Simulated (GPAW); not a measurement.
Runs of GPAW 26.7.0 on Y. The structure is hexagonal, space group P6_3/mmc (No. 194). The conventional cell has a = 3.647 Å, b = 3.647 Å, c = 5.731 Å, α = 90.00°, β = 90.00°, γ = 120.00°. Y (site symmetry -6m2) has 12 Y at 3.56 to 3.65 Å as nearest neighbours. 

```tsv
level	potentials or basis	eigensolver	pressure (GPa)
RPBE	the program's PAW data sets (release 1.2.1) made for this functional, pw	-	1.3
LDA	the program's PAW data sets (release 1.2.1) made for this functional, pw	-	(a)
revPBE	the program's PAW data sets (release 1.2.1) made for this functional, pw	-	0.9
PBEsol	PAW data sets generated in the run's folder for this functional, pw	-	(b)
BLYP	PAW data sets generated in the run's folder for this functional, pw	davidson	0.8
```

Alike in all rows: task band structure; no spin polarisation; cell as given; k mesh 8 × 8 × 5; cutoff (eV) 600; smearing fermi-dirac 0.05 eV.

**Question.** Fill in the values left out.

**Answer.** (a) -3.8; (b) -2.1.

Runs at the PBE level aren't shown here.
